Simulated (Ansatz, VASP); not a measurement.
# Ge (dimer Ge chain): VASP beside Ansatz

One calculation is typed for both programs; each brings its own data sets. How far apart do they land? The structure shown is the start of the Ansatz relaxation below; VASP solves that cell, so the two are compared at the walk's first step. Other levels of theory on this material are compared in a session of their own.

Main program and level: Ansatz 0.2.0; plane waves, with VASP 6.6.1 beside it; single point at PBEsol and single point at r2SCAN.

## Step 1: The starting structure

The cell holds 2 atoms: 2 Ge. Cell: a = 7.500 Å, b = 7.500 Å, c = 4.560 Å, α = 90.0°, β = 90.0°, γ = 90.0°. Vacuum lies along a and b. The structure's axis is c.

## Step 2: Ansatz: relaxation, PBEsol

Ansatz runs on its default PAW (the set named soft_2) files.

The two programs are compared at the cell with which this relaxation starts, whose forces are those of its first step.

File input.yaml:

```yaml
crystal:
  lattice:
    - [7.5, 0.0, 0.0]
    - [0.0, 7.5, 0.0]
    - [0.0, 0.0, 4.56]
  atoms:
    - { symbol: Ge, position: [0.5, 0.5, 0.0], spin: 0.3 }
    - { symbol: Ge, position: [0.5, 0.5, 0.45], spin: 0.3 }
magnetization:
  spin_polarized: true
kpoints:
  mp_grid: { grid: [1, 1, 18] }
scf:
  occupations: { method: fermi_dirac, width: 0.05 }
hamiltonian:
  xc: pbesol
relax:
  cell: { fix: [a, b, alpha, beta, gamma] }
  max_steps: 60
```

Started as:

```
> ansatz run input.yaml --threads 4 --pin off --max-ram 8192MiB --backend cpu --events-out ev --progress --plain --runs-dir out
```

Numbers of over 12 decimals in the logs are rounded to 6 here.

Output:

```text
Engine: ansatz 0.2.0, aarch64-unknown-linux-gnu
Pseudopotentials: kind: paw
Pseudopotential: Ge, paw, valence charge 14, recommended cutoff 420 eV (normal), Ge.paw.azcp
Functional definition: PBEsol
  exchange = pbesol_x
  correlation = pbesol_c
Crystal: 2 atoms, lattice volume = 256.500 Å³
Basis set: ecut = 420 eV, 5039 PW (Γ), exchange–correlation on 108×108×64 points (8 copies of the dense FFT grid, shifted against one another)
Bands: 19, of which v1, the nominal top of the filled ones, is band 14 counted from 1 (13 counted from 0)
Symmetry: 16 space group operations
Space group: P4/mmm (ITA 123), of the structure as read, at distance tolerance 6.4e-5 Å
Magnetic group: BNS 123.339 (UNI 999), of the structure as read, at distance tolerance 6.4e-5 Å
k-points: 10 of 18
Non-local potential: Ge, projectors of the file, l = 0: 2, l = 1: 2, l = 2: 3, l = 3: 1
PAW form: soft (Blöchl's): semilocal exchange-correlation on the pseudo side does not see the compensation charge
PAW frozen core: Ge, regenerated for the run's functional, and the local potential with it (the file was generated under x = pbe(κ = 0.804, μ = 0.219515), c = pbe(β = 0.066725))
PAW one-centre angular grid: Ge, 590 points (default); XC on 64 Gauss nodes
Initial density: superposition of atomic densities (neutral atoms: chi_scale 0, normalization atom)
Starting moments: Σ|m| = 0.6 μB on 2 of 2 sites
Initial wavefunctions: pseudopotential atomic-orbital guess
Functional: x = pbesol(κ = 0.804, μ = 0.123457), c = pbesol(β = 0.046)
iter 1 solved again at ethr=2.34e-3 eV; its pass at ethr=3.10e-3 eV (dr2=6.55e-1 eV) is discarded
SCF iter   1: F=—  HF=-8503.221716 eV  |F-HF|=—  |Δ(HF+E_count)|=         —  Δρ=1.37e-2 (↑1.37e-2 ↓1.35e-2)  dr2=6.65e-1  dr2_m=3.46e-1  M=0.115 μB ∫|m|=0.115 μB  β_m=0.30  ethr=2.34e-3  ⟨swp⟩=1.0  Hψ=2446  notcnv=0
preconditioner: auto → LDOS  [metal: Δε(μ)=0.107 eV  Ē_g=8.256 eV  σ=0.050 eV  W_gap=0.42  n_scr=38 (ndim 8)  ℏωp=6.6 eV  f_vac=0.650  D(μ)=2.47/eV (n_scr^D=8)]
spin=Collinear: LDOS preconditioning applied to the charge; magnetization (m = ρ↑ − ρ↓) channel mixes plain (no charge-response kernel on spin).
SCF iter   2: F=—  HF=-8503.099152 eV  |F-HF|=—  |Δ(HF+E_count)|=   1.23e-1  Δρ=9.60e-3 (↑9.22e-3 ↓9.60e-3)  dr2=3.07e-1  dr2_m=1.73e-1  M=0.097 μB ∫|m|=0.097 μB  β_m=0.30  ethr=2.34e-3  ⟨swp⟩=2.0  Hψ=472  notcnv=0
SCF iter   3: F=—  HF=-8503.003692 eV  |F-HF|=—  |Δ(HF+E_count)|=   9.55e-2  Δρ=6.53e-3 (↑5.82e-3 ↓6.53e-3)  dr2=3.01e-2  dr2_m=8.61e-2  M=0.092 μB ∫|m|=0.092 μB  β_m=0.30  ethr=1.10e-3  ⟨swp⟩=2.7  Hψ=590  notcnv=0  defer=2
SCF iter   4: F=—  HF=-8503.007992 eV  |F-HF|=—  |Δ(HF+E_count)|=   4.30e-3  Δρ=4.37e-3 (↑4.27e-3 ↓4.37e-3)  dr2=8.61e-3  dr2_m=4.29e-2  M=0.086 μB ∫|m|=0.086 μB  β_m=0.30  ethr=1.08e-4  ⟨swp⟩=2.1  Hψ=598  notcnv=0  defer=4
SCF iter   5: F=—  HF=-8503.009955 eV  |F-HF|=—  |Δ(HF+E_count)|=   1.96e-3  Δρ=3.10e-3 (↑2.99e-3 ↓3.10e-3)  dr2=1.49e-3  dr2_m=2.14e-2  M=0.075 μB ∫|m|=0.075 μB  β_m=0.30  ethr=3.07e-5  ⟨swp⟩=2.0  Hψ=538  notcnv=0  defer=4
SCF iter   6: F=—  HF=-8503.011499 eV  |F-HF|=—  |Δ(HF+E_count)|=   1.54e-3  Δρ=2.15e-3 (↑2.15e-3 ↓2.13e-3)  dr2=8.04e-5  dr2_m=1.07e-2  M=0.065 μB ∫|m|=0.065 μB  β_m=0.30  ethr=5.31e-6  ⟨swp⟩=2.0  Hψ=552  notcnv=0  defer=4
SCF iter   7: F=—  HF=-8503.012114 eV  |F-HF|=—  |Δ(HF+E_count)|=   6.16e-4  Δρ=1.53e-3 (↑1.53e-3 ↓1.50e-3)  dr2=2.27e-5  dr2_m=5.37e-3  M=0.057 μB ∫|m|=0.057 μB  β_m=0.30  ethr=2.87e-7  ⟨swp⟩=2.4  Hψ=531  notcnv=0  defer=4
Mixer restart at iter 7: flushing history
spin-set hold released at iteration 7 (site moments contracting): the magnetisation degrees of freedom join the quasi-Newton model from the next iteration; the mixer history was flushed
SCF iter   8: F=—  HF=-8503.012443 eV  |F-HF|=—  |Δ(HF+E_count)|=   3.28e-4  Δρ=1.08e-3 (↑1.08e-3 ↓1.06e-3)  dr2=1.31e-5  dr2_m=2.70e-3  M=0.051 μB ∫|m|=0.051 μB  β_m=0.65  ethr=8.12e-8  ⟨swp⟩=2.4  Hψ=563  notcnv=0  defer=4
SCF iter   9: F=—  HF=-8503.012919 eV  |F-HF|=—  |Δ(HF+E_count)|=   4.77e-4  Δρ=8.76e-5 (↑8.13e-5 ↓8.76e-5)  dr2=8.58e-7  dr2_m=1.67e-5  M=0.026 μB ∫|m|=0.026 μB  β_m=0.82  ethr=4.69e-8  ⟨swp⟩=2.0  Hψ=664  notcnv=0  defer=4
SCF iter  10: F=—  HF=-8503.012965 eV  |F-HF|=—  |Δ(HF+E_count)|=   4.62e-5  Δρ=5.64e-5 (↑5.51e-5 ↓5.64e-5)  dr2=5.76e-7  dr2_m=7.27e-6  M=0.017 μB ∫|m|=0.018 μB  β_m=0.91  ethr=3.06e-9  ⟨swp⟩=2.4  Hψ=678  notcnv=0  defer=4
SCF iter  11: F=—  HF=-8503.013001 eV  |F-HF|=—  |Δ(HF+E_count)|=   3.52e-5  Δρ=2.16e-5 (↑1.87e-5 ↓2.16e-5)  dr2=3.46e-6  dr2_m=5.44e-7  M=0.005 μB ∫|m|=0.005 μB  β_m=0.75  ethr=2.06e-9  ⟨swp⟩=3.0  Hψ=740  notcnv=0  defer=4
SCF iter  12: F=—  HF=-8503.013002 eV  |F-HF|=—  |Δ(HF+E_count)|=   1.18e-6  Δρ=5.89e-6 (↑5.89e-6 ↓5.02e-6)  dr2=2.15e-8  dr2_m=6.61e-8  M=0.002 μB ∫|m|=0.002 μB  β_m=0.88  ethr=3.57e-10  ⟨swp⟩=3.0  Hψ=1689  notcnv=0
[...]
relax step   4: F+E_penalty+E_count = -8503.53000702 eV  Δ(F+E_penalty+E_count) = -2.740e-3 eV  max|allowed force component| = 7.232e-3 eV/Å  Δτ_max = 0.0095 Å  P = +0.053 GPa  Ω = 263.010 Å³  energy of the carried Pulay correction = -1.768e-4 eV  fix = [a, b, alpha, beta, gamma]  reactions: a +0.166, b +0.166 GPa  (7 SCF iters, dr2 threshold 2.00e-7 eV, accepted)
[...]
relax step   5: F+E_penalty+E_count = -8503.53034451 eV  Δ(F+E_penalty+E_count) = -3.375e-4 eV  max|allowed force component| = 4.062e-5 eV/Å  Δτ_max = 0.0003 Å  P = +0.109 GPa  Ω = 262.438 Å³  energy of the carried Pulay correction = -1.614e-4 eV  fix = [a, b, alpha, beta, gamma]  reactions: a +0.166, b +0.166 GPa  (5 SCF iters, dr2 threshold 7.41e-8 eV, accepted)
[...]
relax step   6: F+E_penalty+E_count = -8503.53048906 eV  Δ(F+E_penalty+E_count) = -1.445e-4 eV  max|allowed force component| = 6.349e-5 eV/Å  Δτ_max = 0.0000 Å  P = +0.109 GPa  Ω = 262.438 Å³  fix = [a, b, alpha, beta, gamma]  reactions: a +0.166, b +0.166 GPa  stress off target by 6.07e-3 GPa on what of the cell is left free  SCF on the basis re-selected at this cell (its energy is not comparable with the rows above)  (12 SCF iters)
basis re-selected at this cell: Δ(F+E_penalty+E_count) = -1.445e-4 eV, ΔP = -0.000 GPa vs the last step (what re-selecting the basis moved, of the pressure what is left beyond the Pulay correction that the steps carried, after the strain that the cell walked since its last selection, with what the two solves' SCF thresholds leave and, on support functions, any second-order correction that the steps lacked; it is no m [...]
SCF converged after 12 iterations
Magnetization: 0.0000 μB (14.0000 up, 14.0000 down)
Absolute magnetization: 0.0000 μB (∫|ρ↑−ρ↓|, with the PAW one-centre terms)
Spin contamination: 0.0000 ħ² per cell (⟨S²⟩ above its minimum at these occupations)
Per-site moments (μB) at R_I (Å): [(1.0479821010648598e-9, 0.962270), (1.0479821404205615e-9, 0.962270)]
Free energy (F): -8503.530489 eV
Harris-Foulkes:  -8503.530489 eV  (|F-HF|=9.09e-12)
Internal energy: -8503.517056 eV  (E = F + TS)
E sigma→0 (E₀):  -8503.523772 eV
Entropy (-TS):   -0.013434 eV (-6.717 meV/atom)
Fermi energy:    -2.692293 eV
--- Per-component energies (eV) ---
  E_band       = -596.702103
  E_kinetic    = 218.868942
  E_local      = -8758.633574  (includes V_loc(G=0)·N_el)
  E_nonlocal   = 834.513188
  E_hartree    = 3924.019928
  E_xc         = -146.525593
  E_vxc        = -124.554239  (∫ρ·V_xc dr)
  E_paw        = -3951.803608  (= ΣΔE_a)
  E_vpaw       = -614.936546  (= ΣTr[D̂ρ^β])
  E_aug_tail   = 0.000579  (compensation charges beyond the density's cutoff)
  E_ewald      = -625.792790
  E_core_change = 1.835872  (= ΣΔE_core)
  E_smearing   = -0.013434  (= −TS)
  E_closure    = 0.000000  (closes the sum)
  Σ components = -8503.530489   (vs F -8503.530489, Δ=0.00e0)
--- Forces (eV/Å), atoms counted from 1 ---
  atom   1  Ge     0.00000000    -0.00000000     0.00006349
  atom   2  Ge     0.00000000     0.00000000    -0.00006349
  max |Σ_I F_I| component: 0.00e0 eV/Å
--- Stress (GPa, compression-positive) ---
        0.165792       0.000000       0.000000
        0.000000       0.165792       0.000000
        0.000000       0.000000      -0.006072
  P = ⅓ Tr σ = 0.1085 GPa (1.085 kbar)
--- Relaxed structure (5 steps of the walk, 5 accepted, 1 SCFs on fresh bases) ---
  F+E_penalty+E_count = -8503.53048906 eV   max|allowed force component| = 6.349e-5 eV/Å   (the final SCF, on the basis selected at the relaxed cell)
  cell:  # Å, volume = 262.4379 Å³
    - [7.5, 0.0, 0.0]
    - [0.0, 7.5, 0.0]
    - [0.0, 0.0, 4.665563]
  atoms:
    - { symbol: Ge, position: [0.5, 0.5, -0.025001] }
    - { symbol: Ge, position: [0.5, 0.5, 0.475001] }
```

In the SCF lines HF is the Harris–Foulkes energy and dr2 the Hartree energy of the density residual, in eV; the loop may stop once dr2 is under the threshold and the program's other checks hold. Hψ counts applications of the Hamiltonian.

## Step 3: VASP: single point, PBEsol, start cell

The same cell, functional, mesh and smearing now go to VASP, with its own data sets.

Lines of VASP's logs that name or quote its potential files are left out, and so is its time.

File INCAR:

```
SYSTEM = Ge
PREC = Accurate
ENCUT = 410
EDIFF = 1E-06
NELM = 200
ISMEAR = -1
SIGMA = 0.05
LREAL = .FALSE.
ALGO = Normal
GGA = PS
NBANDS = 21
ISPIN = 2
MAGMOM = 0 0
LORBIT = 11
LWAVE = .FALSE.
LCHARG = .FALSE.
ISIF = 2
LASPH = .TRUE.
GGA_COMPAT = .FALSE.
KPAR = 2
```

File POSCAR:

```
Ge
1.0
    7.5000000000      0.0000000000      0.0000000000
    0.0000000000      7.5000000000      0.0000000000
    0.0000000000      0.0000000000      4.5600000000
Ge
2
Direct
    0.5000000000      0.5000000000      0.0000000000
    0.5000000000      0.5000000000      0.4500000000
```

File KPOINTS:

```
Automatic mesh
0
Gamma
1 1 18
0 0 0
```

PAW data sets: Ge_d (PBE family, release 64).

Started as:

```
> mpirun -np 2 vasp_std
```

Output:

```text
[banner, memory and clock lines left out]
running    2 mpi-ranks, on    1 nodes
 distrk:  each k-point on    1 cores,    2 groups
 distr:  one band on    1 cores,    1 groups

 POSCAR found type information on POSCAR Ge
 POSCAR found :  1 types and       2 ions
|                                                                             |
|               ----> ADVICE to this user running VASP <----                  |
|                                                                             |
|     You enforced a specific xc type in the INCAR file but a different       |
|     [... a line on the potential file left out ...]
|     I HOPE YOU KNOW WHAT YOU ARE DOING!                                     |
|                                                                             |

 LDA part: xc-table for (Slater+PW92), standard interpolation
 POSCAR, INCAR and KPOINTS ok, starting setup
 FFT: planning ... GRIDC
 FFT: planning ... GRID_SOFT
 FFT: planning ... GRID
 WAVECAR not read
 entering main loop
       N       E                     dE             d eps       ncg     rms          rms(c)
DAV:   1     0.159541503401E+03    0.15954E+03   -0.13321E+04   977   0.139E+03
DAV:   2     0.147410022886E+02   -0.14480E+03   -0.14154E+03  1000   0.306E+02
DAV:   3    -0.529127703070E+01   -0.20032E+02   -0.19867E+02  1107   0.120E+02
DAV:   4    -0.614856110315E+01   -0.85728E+00   -0.85656E+00   883   0.281E+01
DAV:   5    -0.619945843759E+01   -0.50897E-01   -0.50897E-01  1286   0.685E+00    0.311E+00
DAV:   6    -0.597943669481E+01    0.22002E+00   -0.19231E-01   947   0.242E+00    0.165E+00
DAV:   7    -0.589704080013E+01    0.82396E-01   -0.25463E-01   880   0.254E+00    0.255E-01
DAV:   8    -0.589836024908E+01   -0.13194E-02   -0.24702E-02   895   0.977E-01    0.184E-01
DAV:   9    -0.589821813291E+01    0.14212E-03   -0.26153E-03   876   0.418E-01    0.853E-02
DAV:  10    -0.589886392429E+01   -0.64579E-03   -0.40312E-04   850   0.129E-01    0.389E-02
DAV:  11    -0.589969052811E+01   -0.82660E-03   -0.23011E-04  1010   0.783E-02    0.341E-02
DAV:  12    -0.589995475178E+01   -0.26422E-03   -0.35134E-05   865   0.323E-02    0.169E-02
DAV:  13    -0.590007193129E+01   -0.11718E-03   -0.71856E-05   866   0.394E-02    0.134E-02
DAV:  14    -0.590010860575E+01   -0.36674E-04   -0.10412E-05   850   0.256E-02    0.548E-03
DAV:  15    -0.590014280372E+01   -0.34198E-04   -0.71439E-06   688   0.133E-02    0.255E-03
DAV:  16    -0.590014996146E+01   -0.71577E-05   -0.10728E-06   708   0.942E-03    0.916E-04
DAV:  17    -0.590015217076E+01   -0.22093E-05   -0.16833E-07   568   0.321E-03    0.909E-04
DAV:  18    -0.590015306538E+01   -0.89462E-06   -0.12370E-07   594   0.232E-03
   1 F= -.59001531E+01 E0= -.58890231E+01  d E =-.222600E-01  mag=    -0.0000
```

From OUTCAR (step 3):

```text
ion  position               nearest neighbor table
   1  0.500  0.500  0.000-   2 2.05   2 2.51
   2  0.500  0.500  0.450-   1 2.05   1 2.51

  LATTYP: Found a simple tetragonal cell.
 ALAT       =     7.5000000000
 C/A-ratio  =     0.6080000000

 Subroutine GETGRP returns: Found 16 space group operations
 (whereof  8 operations were pure point group operations)

The static configuration has the point symmetry C_4v.
 The point group associated with its full space group is D_4h.

 Found     10 irreducible k-points:

   k-points           NKPTS =     10   k-points in BZ     NKDIM =     10   number of bands    NBANDS=     21

   dimension x,y,z NGX =    50 NGY =   50 NGZ =   30
   dimension x,y,z NGXF=   100 NGYF=  100 NGZF=   60

   ENCUT  =  410.0 eV  30.13 Ry    5.49 a.u.  12.38 12.38  7.53*2*pi/ulx,y,z

   NELECT =      28.0000    total number of electrons

 k-points in reciprocal lattice and weights: Automatic mesh
   0.00000000  0.00000000  0.00000000       0.056
   0.00000000  0.00000000  0.05555556       0.111
   0.00000000  0.00000000  0.11111111       0.111
   0.00000000  0.00000000  0.16666667       0.111
   0.00000000  0.00000000  0.22222222       0.111
   0.00000000  0.00000000  0.27777778       0.111
   0.00000000  0.00000000  0.33333333       0.111
   0.00000000  0.00000000  0.38888889       0.111
   0.00000000  0.00000000  0.44444444       0.111
   0.00000000  0.00000000  0.50000000       0.056

 average (electrostatic) potential at core
       1 -82.0042       2 -82.0042

 E-fermi :  -3.4752

 spin component 1
 k-point     1 :       0.0000    0.0000    0.0000
  band No.  band energies     occupation
    ...
     11     -13.6282      1.00000
     12      -6.4954      1.00000
     13      -5.7644      1.00000
     14      -4.5910      1.00000
     15      -4.5910      1.00000
     16       0.2987      0.00000
     17       1.5148      0.00000
     18       1.5148      0.00000
     19       1.8624      0.00000
     20       3.1230      0.00000
    ...

 k-point     2 :       0.0000    0.0000    0.0556
  band No.  band energies     occupation
    ...
     11     -13.6100      1.00000
     12      -6.9871      1.00000
     13      -5.2258      1.00000
     14      -4.5684      1.00000
     15      -4.5684      1.00000
     16       0.3206      0.00000
     17       1.3553      0.00000
     18       1.3553      0.00000
     19       1.8845      0.00000
     20       3.1449      0.00000
    ...

 k-point     3 :       0.0000    0.0000    0.1111
  band No.  band energies     occupation
    ...
     11     -13.5558      1.00000
     12      -7.6774      1.00000
     13      -4.5010      1.00000
     14      -4.5010      1.00000
     15      -4.3952      1.00000
     16       0.3864      0.00000
     17       0.9594      0.00000
     18       0.9594      0.00000
     19       1.9509      0.00000
     20       3.2104      0.00000
    ...

 k-point     4 :       0.0000    0.0000    0.1667
  band No.  band energies     occupation
    ...
     11     -13.4665      1.00000
     12      -8.3404      1.00000
     13      -4.3895      1.00000
     14      -4.3895      1.00000
     15      -3.4992      0.61816
     16       0.4553      0.00000
     17       0.4553      0.00000
     18       0.4960      0.00000
     19       2.0614      0.00000
     20       3.3195      0.00000
    ...

 k-point     5 :       0.0000    0.0000    0.2222
  band No.  band energies     occupation
    ...
     10     -27.2790      1.00000
     11     -13.3443      1.00000
     12      -8.9546      1.00000
     13      -4.2356      1.00000
     14      -4.2356      1.00000
     15      -2.5613      0.00000
     16      -0.0801      0.00000
     17      -0.0801      0.00000
     18       0.6499      0.00000
     19       2.2161      0.00000
    ...

 k-point     6 :       0.0000    0.0000    0.2778
  band No.  band energies     occupation
    ...
     10     -27.3119      1.00000
     11     -13.1936      1.00000
     12      -9.5107      1.00000
     13      -4.0423      0.99999
     14      -4.0423      0.99999
     15      -1.5943      0.00000
     16      -0.6078      0.00000
     17      -0.6078      0.00000
     18       0.8489      0.00000
     19       2.4148      0.00000
    ...

  Total        0.1344648      0.1344648      6.4684753      0.0000000      0.0000000      0.0000000
  in kB        0.8399083      0.8399083     40.4040723      0.0000000      0.0000000      0.0000000
  external PRESSURE =      14.0279630 kB  Pullay stress =       0.0000000 kB

  energy-cutoff  :      410.00
  volume of cell :      256.50
      direct lattice vectors                 reciprocal lattice vectors
     7.500000000  0.000000000  0.000000000     0.133333333  0.000000000  0.000000000
     0.000000000  7.500000000  0.000000000     0.000000000  0.133333333  0.000000000
     0.000000000  0.000000000  4.560000000     0.000000000  0.000000000  0.219298246

 POSITION                                       TOTAL-FORCE (eV/Angst)
 -----------------------------------------------------------------------------------
      3.75000      3.75000      0.00000         0.000000     -0.000000     -4.612210
      3.75000      3.75000      2.05200         0.000000      0.000000      4.612210
 -----------------------------------------------------------------------------------
    total drift:                               -0.000000     -0.000000     -0.000000

  FREE ENERGIE OF THE ION-ELECTRON SYSTEM (eV)
  ---------------------------------------------------
  free  energy   TOTEN  =        -5.9001530654 eV

  energy  without entropy=       -5.8778930873  energy(sigma->0) =       -5.88902308

 total charge
# of ion       s       p       d       tot
------------------------------------------
    1        1.242   1.125  10.007  12.374
    2        1.242   1.125  10.007  12.374
--------------------------------------------------
tot          2.483   2.250  20.015  24.748

 magnetization (x)
# of ion       s       p       d       tot
------------------------------------------
    1       -0.000  -0.000  -0.000  -0.000
    2       -0.000  -0.000  -0.000  -0.000
--------------------------------------------------
tot         -0.000  -0.000  -0.000  -0.000

[... 1 further part left out ...]
```

(Part 1 of 2 ends here.)

[Lines on the potential files, build, host, timing and source positions are cut from VASP's logs without a mark.]

[Logs are printed without paths, hosts, clocks, repeated set-up lines and the standing remarks that a program may print on its own settings, such as how far it seeks lower states.]

[Hosts, paths, dates, database ids (printed as entryN), source tags and the programs' standing remarks are cut or masked in the printed files.]
